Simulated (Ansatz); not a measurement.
**TiC: straining the crystal, equal strain of all cell vectors**

The task here is to estimate one member of a computed series from the others.

Method: DFT PBE, scalar-relativistic, plane waves, PAW, in Ansatz 0.2.0.

2 further runs of the same task are left out: 2 set aside as unsound or not needed.

**The starting structure**

It takes space group Fm-3m (No. 225, cubic). The conventional cell has a = 4.333 Å, b = 4.333 Å, c = 4.333 Å, α = 90.00°, β = 90.00°, γ = 90.00°. Around Ti (site symmetry m-3m) lie 6 C at 2.17 Å. C (site symmetry m-3m) has 6 Ti at 2.17 Å as nearest neighbours.

Structure file:

```cif
data_structure
_symmetry_space_group_name_H-M 'P 1'
_symmetry_Int_Tables_number 1
_cell_length_a 3.0637
_cell_length_b 3.0637
_cell_length_c 4.3328
_cell_angle_alpha 90.000
_cell_angle_beta 90.000
_cell_angle_gamma 90.000
_cell_volume 40.67
loop_
_atom_site_label
_atom_site_type_symbol
_atom_site_fract_x
_atom_site_fract_y
_atom_site_fract_z
_atom_site_occupancy
Ti1 Ti 0.00000 0.00000 0.00000 1
Ti2 Ti 0.50000 0.50000 0.50000 1
C1 C 0.50000 0.50000 0.00000 1
C2 C 0.00000 0.00000 0.50000 1
```

It goes back to an entry of the Materials Project.

Set-up of the first run:

File input.yaml:

```yaml
crystal:
  lattice:
    - [2.1663899353, 2.1663899353, 0.0]
    - [-2.1663899353, 2.1663899353, 0.0]
    - [0.0, 0.0, 4.3327798705]
  atoms:
    - { symbol: Ti, position: [0.0, 0.0, 0.0] }
    - { symbol: Ti, position: [0.5, 0.5, 0.5] }
    - { symbol: C, position: [0.5, 0.5, 0.0] }
    - { symbol: C, position: [0.0, 0.0, 0.5] }
basis:
  ecutwfc: 420
kpoints:
  mp_grid: { grid: [18, 18, 12] }
hamiltonian:
  xc: pbe
scf:
  occupations: { method: gaussian, width: 0.1 }
output:
  forces: true
  stress: true
  eigenvalues: true
```

Started as:

```
$ ansatz run input.yaml --threads 1 --pin off --max-ram 2560MiB --backend cpu --events-out ev --progress --plain --runs-dir out
```

Among the steps run: The unstrained reference; Strain -2.0 %; Strain +2.0 %; At -4.0 %; Strain +4.0 %; The cell strained by -6.0 %; Strain +6.0 %.

One of the session's tables, all rows but one given; the rest of the session is left out.

It belongs to the step «Energy and stress against strain (a metal throughout)». Lengths are those of the vectors of the cell that was run; stresses in GPa:

| strain (%) | ΔE (meV/atom) | a (Å) | b (Å) | c (Å) |
| --- | --- | --- | --- | --- |
| -6.0 | 310.3 | 2.880 | 2.880 | 4.073 |
| -4.0 | ? | ? | ? | ? |
| -2.0 | 30.5 | 3.002 | 3.002 | 4.246 |
| +0.0 | 0.0 | 3.064 | 3.064 | 4.333 |
| +2.0 | 26.9 | 3.125 | 3.125 | 4.419 |
| +4.0 | 101.4 | 3.186 | 3.186 | 4.506 |
| +6.0 | 215.4 | 3.248 | 3.248 | 4.593 |

Estimate the missing values for strain (%) = -4.0.

Worked estimate for «ΔE (meV/atom)». A straight line through the neighbours (-6.0, 310.3) and (-2.0, 30.5) gives 310.3 + (30.5 − 310.3) × (-4.0 + 6.0) / (-2.0 + 6.0) = 170.4; a parabola fitted to 3 rows on both sides gives 133.9.

As computed: ΔE (meV/atom): 129.6; a (Å): 2.941; b (Å): 2.941; c (Å): 4.159. In «ΔE (meV/atom)» the line misses by +40.8 and the parabola by +4.3.

ΔE is over the unstrained cell. Stress in GPa, positive in compression, on the Cartesian axes of the input. 
